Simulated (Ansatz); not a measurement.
## LiF and its competing phases

Method: DFT PBE, scalar-relativistic, plane waves, PAW (Ansatz). All cells share a 420 eV cutoff and Γ-centred k meshes spaced at most about 0.3 Å⁻¹ (2π included). No spin polarisation.

Energies over the elements count from the elements' standard structures at the same level (F₂ as a molecule), with no fitted energy shifts.

These are static total energies at zero pressure.

The competitors are the elements and 1 reference phase of this chemical system (from databases or known types: LiF), relaxed at the same level; other known phases may be missing.

The candidate was reached from: 4-connected net, two elements alternating.

```cif
data_structure
_symmetry_space_group_name_H-M 'Aem2'
_symmetry_Int_Tables_number 39
_cell_length_a 5.5929
_cell_length_b 9.7298
_cell_length_c 4.8461
_cell_angle_alpha 90.000
_cell_angle_beta 90.000
_cell_angle_gamma 90.000
_cell_volume 263.71
loop_
_atom_site_label
_atom_site_type_symbol
_atom_site_symmetry_multiplicity
_atom_site_Wyckoff_symbol
_atom_site_fract_x
_atom_site_fract_y
_atom_site_fract_z
_atom_site_occupancy
Li1 Li 8 d 0.33910 0.40639 0.19527 1
Li2 Li 4 c 0.84262 0.25000 0.19496 1
F1 F 8 d 0.67392 0.40587 0.30496 1
F2 F 4 c 0.16701 0.25000 0.30458 1
```

Question: Is it stable, and against what?

Answer: Not the lowest form: another structure of the same formula lies lower. Its formation energy is -2.925 eV/atom. The lowest competing phase at this composition is this:

| phase | space group | source | share of atoms | ΔE_f (eV/atom) |
| --- | --- | --- | --- | --- |
| LiF | P6_3mc (No. 186) | Materials Project | 1.0000 | -2.953 |

The candidate lies 28 meV/atom above this phase. The candidate matches no cell in the subsets of the Crystallography Open Database and the Materials Project at hand. Such a margin is small enough for a metastable phase. Checks: no imaginary mode on a 1×2×2 q mesh. The Crystallography Open Database lists this formula in another space group (No. 225).
